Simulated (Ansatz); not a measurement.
**Na (fcc)**

The computed numbers are results of HSE06, scalar-relativistic (no spin polarisation) in the plane-wave PAW code Ansatz at 420 eV, 8×8×8 k-mesh, Gaussian smearing of 0.05 eV; PAW files: Ansatz's generated set soft_2.

```
CELL_PARAMETERS angstrom
0.00000 2.66255 2.66255
2.66255 0.00000 2.66255
2.66255 2.66255 0.00000
ATOMIC_POSITIONS crystal
Na 0.00000 0.00000 0.00000
```

At room temperature and ambient pressure Na is bcc.

The volume is at zero pressure for this level.

Path: Γ–X–U | K–Γ–L–W–X, with Γ = (0.000, 0.000, 0.000), X = (0.500, 0.000, 0.500), U = (0.625, 0.250, 0.625), K = (0.375, 0.375, 0.750), L = (0.500, 0.500, 0.500), W = (0.500, 0.250, 0.750) in reciprocal vectors of the calculation's cell.

Task: Is it a metal or an insulator, and if it has a gap, where are the band edges on this path?

Result: A metal: bands cross the Fermi level.

Levels between -3 and 5 eV from the Fermi level at the path's named points:
```tsv
point	below E_F (eV)	above E_F (eV)
Γ		
X		2.19 2.77
U and K		2.83 2.87 3.87
L		0.83 1.32
W		3.48 3.48 3.58
```

The calculation's cell holds 9 valence electrons, an odd number. Without magnetic order each band takes two, so one stays part-filled and the crystal must be a metal.

For a metal under a hybrid functional this mesh is coarse.
